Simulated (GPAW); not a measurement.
# GaP (F-43m) in GPAW: notebook, part 3 of 3

GPAW 26.7.0. The steps go on from the part before.

## 4. Born charges, PBEsol

run.py reads:

```python
import json
import numpy as np
from ase import Atoms
from ase.constraints import FixSymmetry
from ase.io import write
from ase.optimize import BFGS
from phonopy import Phonopy
from phonopy.structure.atoms import PhonopyAtoms
from gpaw import GPAW, PW, setup_paths
from gpaw.berryphase import polarization_phase

setup_paths.insert(0, '.')

atoms = Atoms(['Ga', 'P'],
              cell=[[0.0, 2.72525, 2.72525],
                    [2.72525, 0.0, 2.72525],
                    [2.72525, 2.72525, 0.0]],
              scaled_positions=[[0.0, 0.0, 0.0],
                                [0.75, 0.75, 0.75]],
              pbc=True)

calc = GPAW(mode=PW(510),
            xc='PBEsol',
            kpts={'size': (4, 4, 4), 'gamma': True},
            occupations={'name': 'fermi-dirac', 'width': 0.01},
            nbands=11,
            convergence={'density': 1e-06, 'eigenstates': 1e-09},
            maxiter=150,
            txt='gpaw.txt')
atoms.calc = calc
atoms.set_constraint(FixSymmetry(atoms))
BFGS(atoms, trajectory='relax.traj', logfile='-').run(fmax=0.005, steps=40)
atoms.set_constraint()
energy = atoms.get_potential_energy()
forces = atoms.get_forces()
stress = atoms.get_stress()
calc.write('gs.gpw')
write('result.traj', atoms)
print('Cell:', atoms.cell.cellpar().round(4))
print(atoms.get_scaled_positions().round(5))

n = len(atoms)
unit = PhonopyAtoms(symbols=atoms.get_chemical_symbols(), cell=atoms.cell[:], scaled_positions=atoms.get_scaled_positions())
ph = Phonopy(unit, supercell_matrix=np.eye(3, dtype=int), primitive_matrix=np.eye(3), symprec=1e-4)
ph.generate_displacements(distance=0.01, is_plusminus=True)
forces, phases = [], []
for i, move in enumerate(ph.dataset['first_atoms']):
    b = atoms.copy()
    b.positions[move['number']] += move['displacement']
    c = GPAW(mode=PW(510),
             xc='PBEsol',
             kpts={'size': (4, 4, 4), 'gamma': True},
             occupations={'name': 'fermi-dirac', 'width': 0.01},
             nbands=11,
             convergence={'density': 1e-06, 'eigenstates': 1e-09},
             maxiter=150,
             symmetry='off',
             txt=f'disp-{i:02d}.txt')
    b.calc = c
    f = b.get_forces()
    forces.append(f - f.mean(axis=0))
    c.write('disp.gpw', 'all')
    phases.append(polarization_phase(gpw_wfs='disp.gpw')['phase_c'])
    print(move['number'], np.round(move['displacement'], 4), 'phases', phases[-1].round(5), flush=True)

# each pair of opposite moves, with its images under the space group
ops, cell, spos = ph.symmetry.symmetry_operations, atoms.cell[:].T, atoms.get_scaled_positions()
moves, dipoles = [[] for a in atoms], [[] for a in atoms]
for move, up, down in zip(ph.dataset['first_atoms'][::2], phases[::2], phases[1::2]):
    dphi = (up - down + np.pi) % (2 * np.pi) - np.pi
    dp = dphi @ atoms.cell[:] / (2 * np.pi)  # e A
    for w, t in zip(ops['rotations'], ops['translations']):
        x = w @ spos[move['number']] + t - spos
        b = np.linalg.norm(x - x.round(), axis=1).argmin()
        R = cell @ w @ np.linalg.inv(cell)
        moves[b].append(R @ move['displacement'] * 2)
        dipoles[b].append(R @ dp)
Z = np.array([np.linalg.lstsq(np.array(u), np.array(p), rcond=None)[0].T for u, p in zip(moves, dipoles)])  # Z[a, i, j] = dp_i / du_j
ph.forces = forces
ph.produce_force_constants()
ph.symmetrize_force_constants()
H = ph.force_constants.transpose(0, 2, 1, 3).reshape((3 * n, 3 * n))
rule = Z.sum(axis=0)
print('Sum of the charges:')
print(rule.round(4))
Z -= rule / n
for a in atoms:
    print(a.symbol)
    print(Z[a.index].round(3))
w = np.repeat(atoms.get_masses()**-0.5, 3)
omega2, modes = np.linalg.eigh(H * w * w[:, None])
nu = np.sign(omega2) * abs(omega2)**0.5 * 521.4709  # cm^-1
dipoles = np.einsum('aij,ajm->mi', Z, (modes * w[:, None]).reshape((n, 3, -1)))  # e / amu^0.5
optical = np.argsort(abs(omega2))[3:]
eps_ion = sum(np.outer(dipoles[m], dipoles[m]) / omega2[m] for m in optical) * 4 * np.pi * 14.399645 / atoms.get_volume()
for m in range(3 * n):
    print(f'{nu[m]:9.2f} cm^-1  IR {(dipoles[m]**2).sum():8.4f} e^2/amu')
print('Lattice part of the dielectric tensor:')
print(eps_ion.round(3))
json.dump({'Z': Z.tolist(), 'rule': rule.tolist(), 'nu': nu.tolist(), 'ir': (dipoles**2).sum(1).tolist(), 'eps_ion': eps_ion.tolist()},
          open('born.json', 'w'))
```

Potentials or basis: PAW data sets generated in the run's folder for this functional, pw.

Run with:

```console
$ gpaw-setup -f PBEsol Ga P
$ OMP_NUM_THREADS=1 python run.py
```

gpaw.txt:

```text
__  _  _
 | _ |_)|_||  |
 |__||  | ||/\| - 26.7.0

Input parameters:
  mode=PW(ecut=510.0),
  convergence={'density': 1e-06, 'eigenstates': 1e-09},
  kpts=MonkhorstPack(size=(4, 4, 4), gamma=True),
  maxiter=150,
  nbands=11,
  occupations=Occupations(name='fermi-dirac', width=0.01),
  xc=XC(name='PBEsol')

Diagonalizing LCAO Hamiltonian
Converting LCAO to pw mode

                    P

       Ga

Atoms  # Å, Bohr magnetons
|   | symbol |        x |        y |        z |    initial magnetic moments |
|---|--------|----------|----------|----------|-----------------------------|
| 0 |     Ga | 0.000000 | 0.000000 | 0.000000 | ( 0.0000,  0.0000,  0.0000) |
| 1 |      P | 4.087875 | 4.087875 | 4.087875 | ( 0.0000,  0.0000,  0.0000) |

Unit cell  # Å
| periodic |        x |        y |        z |  lengths |    angles |
|----------|----------|----------|----------|----------|-----------|
|      yes | 0.000000 | 2.725250 | 2.725250 | 3.854086 | 60.000000 |
|      yes | 2.725250 | 0.000000 | 2.725250 | 3.854086 | 60.000000 |
|      yes | 2.725250 | 2.725250 | 0.000000 | 3.854086 | 60.000000 |

Number of symmetries: 24
Symmetry operations  # r_c * U_cc + t_c -> r_c
|    | kind |            matrix            |
|----|------|------------------------------|
|  0 |  E   |  1, 0, 0,  0, 1, 0,  0, 0, 1 |
|  1 |  σ   |  1, 0, 0,  0, 0, 1,  0, 1, 0 |
|  2 |  σ   |  1, 0,-1,  0, 1,-1,  0, 0,-1 |
|  3 |  C3  |  1, 0,-1,  0, 0,-1,  0, 1,-1 |
|  4 |  C3  |  1,-1, 0,  0,-1, 1,  0,-1, 0 |
|  5 |  σ   |  1,-1, 0,  0,-1, 0,  0,-1, 1 |
|  6 |  σ   |  0, 1, 0,  1, 0, 0,  0, 0, 1 |
|  7 |  C3  |  0, 1, 0,  0, 0, 1,  1, 0, 0 |
|  8 |  C2  |  0, 1,-1,  1, 0,-1,  0, 0,-1 |
|  9 |  S4  |  0, 1,-1,  0, 0,-1,  1, 0,-1 |
| 10 |  C3  |  0, 0, 1,  1, 0, 0,  0, 1, 0 |
| 11 |  σ   |  0, 0, 1,  0, 1, 0,  1, 0, 0 |
| 12 |  S4  |  0, 0,-1,  1, 0,-1,  0, 1,-1 |
| 13 |  C3  |  0, 0,-1,  0, 1,-1,  1, 0,-1 |
| 14 |  S4  |  0,-1, 1,  1,-1, 0,  0,-1, 0 |
| 15 |  C2  |  0,-1, 1,  0,-1, 0,  1,-1, 0 |
| 16 |  C3  |  0,-1, 0,  1,-1, 0,  0,-1, 1 |
| 17 |  S4  |  0,-1, 0,  0,-1, 1,  1,-1, 0 |
| 18 |  S4  | -1, 1, 0, -1, 0, 1, -1, 0, 0 |
| 19 |  C3  | -1, 1, 0, -1, 0, 0, -1, 0, 1 |
| 20 |  C3  | -1, 0, 1, -1, 1, 0, -1, 0, 0 |
| 21 |  S4  | -1, 0, 1, -1, 0, 0, -1, 1, 0 |
| 22 |  σ   | -1, 0, 0, -1, 1, 0, -1, 0, 1 |
| 23 |  C2  | -1, 0, 0, -1, 0, 1, -1, 1, 0 |

BZ-sampling:
  Number of BZ points: 64
  Number of IBZ points: 8

  Monkhorst-Pack size: [4, 4, 4]
  Monkhorst-Pack shift: [0.125, 0.125, 0.125]

K-points  # in reciprocal-cell coordinates
|   |                                coordinates |     weight |
|---|--------------------------------------------|------------|
| 0 | (  0.00000000,   0.00000000,   0.00000000) | 0.01562500 |
| 1 | (  0.25000000,   0.25000000,   0.00000000) | 0.09375000 |
| 2 | (  0.25000000,   0.25000000,   0.25000000) | 0.12500000 |
| 3 | (  0.50000000,   0.25000000,  -0.25000000) | 0.09375000 |
| 4 | (  0.50000000,   0.25000000,   0.25000000) | 0.18750000 |
| 5 | (  0.50000000,   0.50000000,   0.00000000) | 0.04687500 |
| 6 | (  0.50000000,   0.50000000,   0.25000000) | 0.37500000 |
| 7 | (  0.50000000,   0.50000000,   0.50000000) | 0.06250000 |

Plane wave coefficients: 1067
Cutoff: 510.0 eV

Spin-components: 1 (collinear spins)
Bands:           11
Projectors:      10
Spin-degeneracy: 2
Datatype:        complex128

Parallelization:
  kpt:    1
  domain: 1
  band:   1

Density:
  Valence electrons: 8.0
  Components: 1
  Grid points: [21 21 21]
  Charge: 0.0  # |e|

Potential:
  Grid points: [21 21 21]

species:
  Ga:
    name:    Gallium
    Z:       31.0
    valence: 3
    core:    28
    charge:  0.0  # [|e|]
    compensation charges:
      type: gauss
      rc: 0.37  # [Å]
      lmax: 2
    cutoffs:
      filter: 2.06  # [Å]
      core: 4.17  # [Å]
    projectors
    | kind |    occ | energy [eV] | rcut [Å] |
    |------|--------|-------------|----------|
    |   4s |  2.000 |      -8.959 |    1.164 |
    |   4p |  1.000 |      -2.572 |    1.164 |
    |    s |        |      18.252 |    1.164 |
    |    p |        |      24.640 |    1.164 |
    |    d |        |       0.000 |    1.164 |

    Using partial waves for Ga as LCAO basis

  P:
    name:    Phosphorus
    Z:       15.0
    valence: 5
    core:    10
    charge:  0.0  # [|e|]
    compensation charges:
      type: gauss
      rc: 0.30  # [Å]
      lmax: 2
    cutoffs:
      filter: 1.69  # [Å]
      core: 1.81  # [Å]
    projectors
    | kind |    occ | energy [eV] | rcut [Å] |
    |------|--------|-------------|----------|
    |   3s |  2.000 |     -13.916 |    0.953 |
    |   3p |  3.000 |      -5.479 |    0.953 |
    |    s |        |      13.296 |    0.953 |
    |    p |        |      21.732 |    0.953 |
    |    d |        |       0.000 |    0.953 |

    Using partial waves for P as LCAO basis

Reference energy: -62131.327136  # eV

eigensolver:
  PPCG
  Converge bands: occupied
  niter=2

density mixing:
  MSR1-Mixer
  Pratt-step length: 0.05
  Maximum mixing coefficient: 0.75
  Old densities: 10
  SVD Regularization: 0.005
  Good broyden scale: 1.0
  Trust region scale: 1.0
  Backstep threshold: 4.0
  History deletion threshold: 6.0
  Fourier metric: weight=20.0, sigma=0.015

occupation numbers:
  Fermi-Dirac:
    width: 0.0100  # eV

poisson solver:
  ecut: 4080.0  # eV

xc functional:
  name: PBEsol with 2 nearest neighbor stencil

convergence criteria:
- Maximum integral of absolute [dens]ity change: 1e-06 electrons / valence electron
- Maximum integral of absolute [eigenst]ate change: 1e-09 eV^2 / valence electron
- Maximum [total energy] change in last 3 cyles: 0.0005 eV / valence electron
maximum number of iterations: 150

SCF iterations
|iter     | |      energy | eigst |  dens |
|---------|-|-------------|-------|-------|
|iter:   1| |   -9.889041 | -0.30 |       |
|iter:   2| |   -9.851238 | -2.36 | -0.83 |
|iter:   3| |   -9.676214 | -1.92 | -0.86 |
|iter:   4| |   -9.675691 | -3.41 | -1.53 |
|iter:   5| |   -9.675810c| -4.41 | -2.07 |
|iter:   6| |   -9.675838c| -5.77 | -2.79 |
|iter:   7| |   -9.675838c| -7.39 | -3.84 |
|iter:   8| |   -9.675838c| -8.86 | -4.37 |
|iter:   9| |   -9.675838c| -9.44c| -5.36 |
|iter:  10| |   -9.675838c| -9.96c| -5.91 |
|iter:  11| |   -9.675838c|-10.83c| -7.06c|

Converged in 11 steps
Energy contributions relative to reference atoms: (reference = -62131.327136)

Energy contributions:
  Kinetic:          24.011840
  Coulomb:         -20.960754
  Zero:              0.010598
  External:          0.000000
  Xc:              -12.737522
  Entropy:          -0.000000
  Spinorbit:         0.000000
  ----------------------------
  Free energy:      -9.675838
  Extrapolated:     -9.675838

dipole moment: (-10.823218, -10.823218, -10.823218)  # |e|*Ang

Fermi level: 5.418
Eigenvalues  # (at kpt = [0.000, 0.000, 0.000])
| band index |      eig [eV] | occ [0-2] |
|------------|---------------|-----------|
|          0 |        -7.588 |     2.000 |
|          1 |         4.913 |     2.000 |
|          2 |         4.913 |     2.000 |
|          3 |         4.913 |     2.000 |
|          4 |         6.713 |     0.000 |
|          5 |         8.745 |     0.000 |
|          6 |         8.745 |     0.000 |
|          7 |         8.745 |     0.000 |
|          8 |        13.533 |     0.000 |
|          9 |        14.555 |     0.000 |
|         10 |        14.555 |     0.000 |

Gap: 1.495 eV
Transition (v -> c):
  (s=0, k=0, n=3, [0.00, 0.00, 0.00]) -> (s=0, k=5, n=4, [0.50, 0.50, 0.00])
Direct/indirect transitions are different
Direct gap: 1.800 eV
Transition at: (s=0, k=0, n=3, [0.00, 0.00, 0.00])

Forces  # eV/Ang
|        x |        y |       z |
|----------|----------|---------|
|  0.00000 | -0.00000 | 0.00000 |  # Ga   0
| -0.00000 |  0.00000 | 0.00000 |  # P    1

Stress tensor  # eV/Ang^3
|         x |         y |         z |
|-----------|-----------|-----------|
| -0.012459 | -0.000000 | -0.000000 |
| -0.000000 | -0.012459 | -0.000000 |
| -0.000000 | -0.000000 | -0.012459 |

# Writing to gs.gpw (mode='')
```

Wall time 66 s (1 thread of Arm Neoverse V2, shared host); peak memory 0.24 GiB.

What came out:

```
Free energy                                             : -9.6758 eV
Pressure after relaxing                                 : 2.0 GPa
Band gap on the k mesh                                  : 1.49 eV, indirect (least direct gap 1.80 eV)
Born charges (mean of the diagonal)                     : Ga +2.26; P -2.26 e
Highest phonon frequency at Γ, LO-TO splitting left out : 375 cm⁻¹
```

Final structure:
```xyz
2
Lattice="0.0000 2.7252 2.7252 2.7252 0.0000 2.7252 2.7252 2.7252 0.0000" Properties=species:S:1:pos:R:3 pbc="T T T"
Ga    0.0000    0.0000    0.0000
P     4.0879    4.0879    4.0879
```

Levels at points of the mesh, in eV from the valence-band top:
```
           k point  band 1  band 2  band 3  band 4  band 5  band 6  band 7
(0.00, 0.00, 0.00)  -12.50    0.00    0.00    0.00    1.80    3.83    3.83
(0.50, 0.50, 0.00)   -9.65   -6.80   -2.71   -2.71    1.49    1.72   10.56
(0.50, 0.50, 0.50)  -10.55   -6.68   -1.13   -1.13    1.61    4.65    4.65
```

Phonon frequencies in cm⁻¹ (negative: imaginary):
```
              q point        frequencies
(0.000, 0.000, 0.000)  0 0 0 375 375 375
```

Born effective charge tensors (e):
atom 1, Ga
```
2.26 0.00 0.00
0.00 2.26 0.00
0.00 0.00 2.26
```
atom 2, P
```
-2.26  0.00  0.00
 0.00 -2.26  0.00
 0.00  0.00 -2.26
```

Caveat: the k mesh is coarse (spacing up to 0.50 Å⁻¹), so the values aren't converged; the cutoff is short for stress and forces, so pressures can be off by a GPa or more; the LO-TO splitting is left out. A k mesh can miss the band edges.

## 5. How close it comes

Step 2. Measured gap of GaP: 2.34 eV (indirect; 10 K; quoted in “Stacking defects in GaP nanowires: Electronic structure and optical properties”, 2018, arxiv:1810.01194). This calculation gives 1.76 eV (-0.58 eV). Spin-orbit coupling on Ga is left out. The value is that of RPBE+D4 on a finite k mesh, which can miss the band edges, without temperature or zero-point motion. Semilocal functionals fall short of measured gaps as a rule.
